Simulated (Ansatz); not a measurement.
# Ge (Imma) in Ansatz: single point with PBE+D3(BJ)

Aim: the single point of Ge with PBE+D3(BJ).

All numbers are computed with Ansatz 0.2.0; they aren't measurements. Logs are shortened: lines on timing, memory, paths and dates and some standing lists are left out, and cuts for length are marked.

## 1. The cell of the first run

It takes space group Imma (No. 74, orthorhombic). Conventional cell: a = 4.784 Å, b = 5.081 Å, c = 2.754 Å, α = 90.00°, β = 90.00°, γ = 90.00°. Ge (site symmetry mm2) has 6 Ge at 2.56 to 2.75 Å as nearest neighbours.

This isn't the form of Ge at room conditions, which is diamond.

## 2. Single point, PBE+D3(BJ) (volume scaled by 0.88)

The input, input.yaml:

```yaml
crystal:
  lattice:
    - [-2.3917790477, 2.5402795233, 1.3770032779]
    - [2.3917790477, -2.5402795233, 1.3770032779]
    - [2.3917790477, 2.5402795233, -1.3770032779]
  atoms:
    - { symbol: Ge, position: [0.314057, 0.064057, 0.25] }
    - { symbol: Ge, position: [0.685943, 0.935943, 0.75] }
kpoints:
  mp_grid: { grid: [11, 11, 11] }
scf:
  occupations: { method: fermi_dirac, width: 0.05 }
hamiltonian:
  xc: pbe
  dispersion: d3bj
  pseudopotentials: { kind: all_electron, lapw: { basis_error: 0.001 } }
output:
  forces: true
  stress: true
  eigenvalues: true
```

Potentials or basis: all-electron LAPW, scalar-relativistic.

On the command line:

```console
$ ansatz run input.yaml --threads 1 --pin off --max-ram 3072MiB --backend cpu --events-out ev --progress --plain --runs-dir out
```

The program printed:

```text
Warning: RAYON_NUM_THREADS=1 ignored (pool sized by the plan → 1); use --threads N
LAPW: plane waves up to 8.597 Å⁻¹, error target 1.0e-3 eV per atom; small_component_spin mean_spin; Ge in spheres of 1.282 Å, 22 of its electrons in bands, Dirac shells [] (how accurate: hamiltonian.pseudopotentials.lapw.basis_error, Limitations)
Engine: ansatz 0.2.0, aarch64-unknown-linux-gnu
Pseudopotentials: kind: all_electron
Pseudopotential: Ge, LAPW, valence charge 22, lapw/all_electron/scalar/gaussian/Ge, Koelling and Harmon's equation, gaussian nucleus
Functional definition: PBE
  parameter kappa = 0.804
  parameter beta = 0.06672455060314922
  exchange = pbe_x(kappa = kappa, mu = beta*pi^2/3)
  correlation = pbe_c(beta = beta)
Crystal: 2 atoms, lattice volume = 33.466 Å³
Basis set: ecut = 281.61576845956233 eV, 359 PW (Γ), FFT grids on a1+a2, a2, a3, exchange–correlation at level 2
Bands: 27, of which v1, the nominal top of the filled ones, is band 22 counted from 1 (21 counted from 0)
Symmetry: 8 space group operations
Space group: Imma (ITA 74), of the structure as read, at distance tolerance 3.2e-5 Å
k-points: 216 of 1331
Non-local potential: Ge, projectors of the file, none
Initial density: superposition of atomic densities (chi_scale 0.1, normalization cell)
Initial wavefunctions: plane waves of lowest kinetic energy (no species holds an atomic orbital)
Functional: x = pbe(κ = 0.804, μ = 0.2195149727645171), c = pbe(β = 0.06672455060314922)
iter 1 solved again at ethr=1.08e-4 eV; its pass at ethr=1.00e-1 eV (dr2=4.77e-2 eV) is discarded
SCF iter   1: F=—  HF=-114232.765024 eV  |F-HF|=—  |Δ(HF+E_count)|=         —  Δρ=1.58e-2  dr2=4.79e-2  ethr=1.08e-4  ⟨swp⟩=3.0  Hψ=38694  notcnv=0
preconditioner: auto → Kerker (q_TF=auto, 2.856 Å⁻¹)  [metal: Δε(μ)=0.025 eV  Ē_g=24.732 eV  σ=0.050 eV  W_gap=0.12  n_scr=16 (ndim 8)  ℏωp=34.0 eV  f_vac=0.000  D(μ)=0.78/eV (n_scr^D=4)]
SCF iter   2: F=—  HF=-114232.745076 eV  |F-HF|=—  |Δ(HF+E_count)|=   1.99e-2  Δρ=1.06e-2  dr2=2.53e-2  ethr=1.08e-4  ⟨swp⟩=2.0  Hψ=17288  notcnv=0
SCF iter   3: F=—  HF=-114232.744998 eV  |F-HF|=—  |Δ(HF+E_count)|=   7.75e-5  Δρ=6.50e-3  dr2=1.04e-2  ethr=5.76e-5  ⟨swp⟩=2.0  Hψ=16367  notcnv=0
SCF iter   4: F=—  HF=-114232.746125 eV  |F-HF|=—  |Δ(HF+E_count)|=   1.13e-3  Δρ=2.08e-3  dr2=1.43e-3  ethr=2.36e-5  ⟨swp⟩=2.0  Hψ=16369  notcnv=0
iter 5 solved again at ethr=1.28e-7 eV; its pass at ethr=3.25e-6 eV (dr2=5.62e-5 eV) is discarded
SCF iter   5: F=—  HF=-114232.746110 eV  |F-HF|=—  |Δ(HF+E_count)|=   1.49e-5  Δρ=3.81e-4  dr2=5.63e-5  ethr=1.28e-7  ⟨swp⟩=2.0  Hψ=28290  notcnv=0
SCF iter   6: F=—  HF=-114232.746118 eV  |F-HF|=—  |Δ(HF+E_count)|=   7.99e-6  Δρ=1.26e-4  dr2=5.79e-6  ethr=1.28e-7  ⟨swp⟩=2.0  Hψ=16367  notcnv=0
SCF iter   7: F=-114232.746120 eV  HF=-114232.746120 eV  |F-HF|=3.75e-9  |Δ(HF+E_count)|=   1.25e-6  Δρ=1.79e-5  dr2=6.89e-8  ethr=1.32e-8  ⟨swp⟩=2.7  Hψ=16647  notcnv=0
SCF 1 converged in 7 iterations: F = -114232.746120 eV  dr2 = 6.89e-8
SCF converged after 7 iterations
Free energy (F): -114232.746120 eV
Harris-Foulkes:  -114232.746120 eV  (|F-HF|=3.75e-9)
Internal energy: -114232.739976 eV  (E = F + TS)
E sigma→0 (E₀):  -114232.743048 eV
Entropy (-TS):   -0.006143 eV (-3.072 meV/atom)
Fermi energy:    14.796544 eV
--- Per-component energies (eV) ---
  E_band       = -1876.685380
  E_kinetic    = 116635.150309
  E_xc         = -4342.314970
  E_electrostatic = -226524.778948  (all electrons and nuclei)
  E_disp       = -0.796367  (pairwise vdW)
  E_smearing   = -0.006143  (= −TS)
  E_closure    = 0.000000  (closes the sum)
  E_atoms      = -114223.599835  (free atoms, spherical and without spin; not in F)
  Σ components = -114232.746120   (vs F -114232.746120, Δ=0.00e0)
  Basis errors (estimates in eV, not in F): energy 3.4e-4 per atom: plane waves 3.1e-4 (1.7e-4 summed), levels above the bands 1.5e-70, relativity 1.3e-8, radial functions 3.0e-5, core shells 5.8e-11; eigenvalues (radial functions only) 2.9e-6; not estimated: angular momenta, meshes, grids; target (lapw.basis_error) 1.0e-3; muffin-tin radii Ge 1.282 Å
--- Forces (eV/Å), atoms counted from 1 ---
  atom   1  Ge     0.00000000    -0.00000000     0.03182464
  atom   2  Ge     0.00000000     0.00000000    -0.03182464
  max |Σ_I F_I| component: 1.73e-18 eV/Å
--- Stress (GPa, compression-positive) ---
       10.911740       0.000000       0.000000
        0.000000       9.057646       0.000000
        0.000000       0.000000       9.717817
  P = ⅓ Tr σ = 9.8957 GPa (98.957 kbar)
--- Band table (eV; the first three rows and the last of 216) ---
  k-point 0: bands = ["-149.0280", "-149.0270", "-96.1750", "-96.1745", "-96.1658", "-96.1604", "-96.1399", "-96.1326", "-10.1534", "-10.0464", "-10.0407", "-10.0327", "-9.9811", "-9.9329", "-9.8430", "-9.8410", "-9.8054", "-9.7109", "0.5179", "11.4440", "12.0207", "12.5338", "17.9450", "22.4849", "22.8959", "23.7302", "24.0722"]
  k-point 1: bands = ["-149.0280", "-149.0270", "-96.1750", "-96.1745", "-96.1657", "-96.1605", "-96.1398", "-96.1328", "-10.1465", "-10.0443", "-10.0408", "-10.0343", "-9.9753", "-9.9300", "-9.8439", "-9.8436", "-9.8091", "-9.7189", "0.6192", "10.1476", "12.3983", "13.2924", "18.4979", "21.5761", "22.8179", "23.5783", "23.6166"]
  k-point 2: bands = ["-149.0279", "-149.0271", "-96.1750", "-96.1745", "-96.1654", "-96.1608", "-96.1393", "-96.1332", "-10.1265", "-10.0516", "-10.0385", "-10.0246", "-9.9621", "-9.9218", "-9.8511", "-9.8469", "-9.8198", "-9.7411", "0.9233", "8.4938", "12.7313", "14.2523", "20.0327", "20.0828", "21.9905", "23.0033", "23.2223"]
  k-point 215: bands = ["-149.0275", "-149.0274", "-96.1753", "-96.1741", "-96.1663", "-96.1600", "-96.1404", "-96.1322", "-10.1127", "-10.0222", "-9.9866", "-9.9500", "-9.9134", "-9.9099", "-9.8925", "-9.8860", "-9.8516", "-9.8472", "5.2523", "5.7213", "8.0984", "8.9382", "19.6382", "22.1650", "26.8024", "27.2723", "28.7423"]
```

Run time: 34 s. Hardware: 1 thread of Arm Neoverse V2, shared host; peak memory 0.59 GiB.

What came out:

```
Free energy            : -114232.7461 eV
Pressure               : 9.9 GPa
Largest force          : 0.032 eV/Å
Band gap on the k mesh : none (metal or under the smearing width)
```

Forces in eV/Å, atoms in the order of the input:
```
Ge   0.000  0.000  0.032
Ge   0.000  0.000 -0.032
```

Stress tensor (GPa, compression positive):
```
10.91  0.00  0.00
 0.00  9.06  0.00
 0.00  0.00  9.72
```

Caveat: pairwise dispersion overbinds metals, which lowers pressure and volume.
